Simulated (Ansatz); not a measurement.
# Au: the cost of one run

Computed with Ansatz 0.2.0 (DFT PBE, scalar-relativistic, plane waves, PAW, unless a step's input says otherwise).

The COD cell was measured well above room temperature, so it is larger than a cold one.

4 further runs of the same task are left out: 4 set aside as unsound or not needed. Runs told in other sessions of the task aren't counted.

## (1) The starting structure

The structure is cubic, space group Fm-3m (No. 225). Conventional cell: a = 4.158 Å, b = 4.158 Å, c = 4.158 Å, α = 90.00°, β = 90.00°, γ = 90.00°. Au (site symmetry m-3m) is surrounded by 12 Au at 2.94 Å.

Structure file:

```cif
data_structure
_symmetry_space_group_name_H-M 'Fm-3m'
_symmetry_Int_Tables_number 225
_cell_length_a 4.1581
_cell_length_b 4.1581
_cell_length_c 4.1581
_cell_angle_alpha 90.000
_cell_angle_beta 90.000
_cell_angle_gamma 90.000
_cell_volume 71.89
loop_
_atom_site_label
_atom_site_type_symbol
_atom_site_symmetry_multiplicity
_atom_site_Wyckoff_symbol
_atom_site_fract_x
_atom_site_fract_y
_atom_site_fract_z
_atom_site_occupancy
Au1 Au 4 a 0.00000 0.00000 0.00000 1
```

It is built from the cell relaxed beforehand with the same method (17.97 Å³/atom).

## (2) Zero of energy

The cell is repeated 2 times, 2 atoms in all. Reference values: F = -26298.6594 eV; pressure -0.03 GPa; largest force 0.000 eV/Å; gap on the mesh none (metal). It was computed beforehand with the settings of the runs below.

## (3) Setting up freezing in a mode

Mode 6 of the phonon run on this cell, counted from the lowest, is frozen in: each atom moves by x times its row below, so x is the largest displacement.

```
atom      ux      uy      uz
 Au1  -0.577  -0.577   0.577
 Au2   0.577   0.577  -0.577
```

## (4) At x = -0.200 Å

input.yaml

```yaml
crystal:
  lattice:
    - [0.0, -2.0790388404, -2.0790388404]
    - [-2.0790388404, 0.0, -2.0790388404]
    - [2.0790388404, 2.0790388404, -4.1580776809]
  atoms:
    - { symbol: Au, position: [0.4861149715, 0.4861149715, 0.5416550854] }
    - { symbol: Au, position: [0.0138850285, 0.0138850285, -0.0416550854] }
basis:
  ecutwfc: 420
kpoints:
  mp_grid: { grid: [24, 24, 24] }
hamiltonian:
  xc: pbe
scf:
  occupations: { method: gaussian, width: 0.15 }
output:
  forces: true
  stress: true
  eigenvalues: true
```

Command:

```console
$ ansatz run input.yaml --threads 2 --pin off --max-ram 5120MiB --backend cpu --events-out ev --progress --plain --runs-dir out
```

Q: Estimate wall time and peak memory on 2 threads of Intel Xeon Platinum 8259CL at 2.50GHz (Skylake/Cascade Lake), shared host.

About 21 s, with a peak of 1 GiB.
